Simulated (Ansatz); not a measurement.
The system is CuO.

```
Cu O
1.0
     2.34465   -1.71340    0.00000
     2.34465    1.71340    0.00000
    -0.86055    0.00000    5.05944
Cu O
2 2
Direct
  0.00320 0.49680 0.00000
  0.49680 0.00320 0.50000
  0.57140 0.40560 0.25370
  0.40560 0.57140 0.75370
```

Base run:

- Program: Ansatz 0.2.0
- Functional: PBEsol
- Potentials or basis: Ansatz PAW
- Cutoff: 420 eV (not typed: the program's choice for these potentials)
- k mesh: 10 × 10 × 5
- Occupations: fermi-dirac, width 0.05 eV
- Spin: no spin polarisation
- Hubbard terms: Cu d U = 5.3 eV

Its results: band gap on the k mesh none (metal or under the smearing width); pressure -0.1 GPa; largest force 0.795 eV/Å.

After a change of settings the same cell gave: band gap on the k mesh none (metal or under the smearing width); pressure 0.6 GPa; largest force 0.796 eV/Å. Which change was it?
A. functional from PBEsol to BLYP; hubbard terms from Cu d U = 5.3 eV to none; hubbard projectors from ortho-atomic (the default) to none
B. hubbard terms from Cu d U = 5.3 eV to Cu d U = 4.5 eV
C. functional from PBEsol to r2SCAN; cutoff from 420 eV (not typed: the program's choice for these potentials) to 500 eV (not typed: the program's choice for these potentials); hubbard terms from Cu d U = 5.3 eV to Cu d U = 4.5 eV
D. functional from PBEsol to LDA; hubbard terms from Cu d U = 5.3 eV to none; hubbard projectors from ortho-atomic (the default) to none

C.

Caveats: the run has no spin polarisation, though such a crystal can be magnetic; U without spin polarisation on a metal has little footing; the PAW data sets come from PBE, with cores solved anew for the run's functional, which leaves a small shift of forces and pressure.

Runs at the PBE level aren't shown here.
